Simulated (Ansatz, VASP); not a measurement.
Two plane-wave programs on H2Se

```
H Se
1.0
     1.89488   -2.90469    0.00000
     1.89488    2.90469    0.00000
     0.00000    0.00000    3.54125
H Se
2 1
Direct
  0.09971 0.90029 0.50000
  0.90029 0.09971 0.50000
  0.50000 0.50000 0.00000
```

Change from the starting cell: species swapped into the CsO2 type (Cmmm, No. 65).

Alike in both runs: task relaxation of cell and atoms; functional PBE; dispersion D3(BJ); k mesh 6 × 6 × 6; occupations gaussian, width 0.1 eV; no spin polarisation.

|  | VASP | Ansatz |
| --- | --- | --- |
| version | VASP 6.6.1 | Ansatz 0.2.0 |
| potentials or method | VASP PAW PBE potentials, release 64 (H, Se) | scalar-relativistic, plane waves, PAW |
| plane-wave cutoff (eV) | 600 | 420 |
| valence electrons in the cell | 8 | 18 |

VASP gave:

| Item | Value |
| --- | --- |
| gap on the k mesh at the Fermi level, each at its own relaxed structure (eV) | none |
| relaxed volume (Å³/atom) | 12.86 |
| relaxed cell length with the largest relative difference (Å) | 5.580 |
| energy change over the relaxation (meV/atom) | -834 |

Q: What did Ansatz give for the same quantities?

A: gap on the k mesh at the Fermi level, each at its own relaxed structure (eV): none; relaxed volume (Å³/atom): 14.11; relaxed cell length with the largest relative difference (Å): 6.126; energy change over the relaxation (meV/atom): -856.

A gap of «none» marks a metal or a gap that the smearing closes. One of these differences is far larger than is usual between the two programs; its cause wasn't traced. The two sets of potentials don't hold the same shells in valence.

Caveats: pairwise dispersion overbinds metals, which lowers pressure and volume.
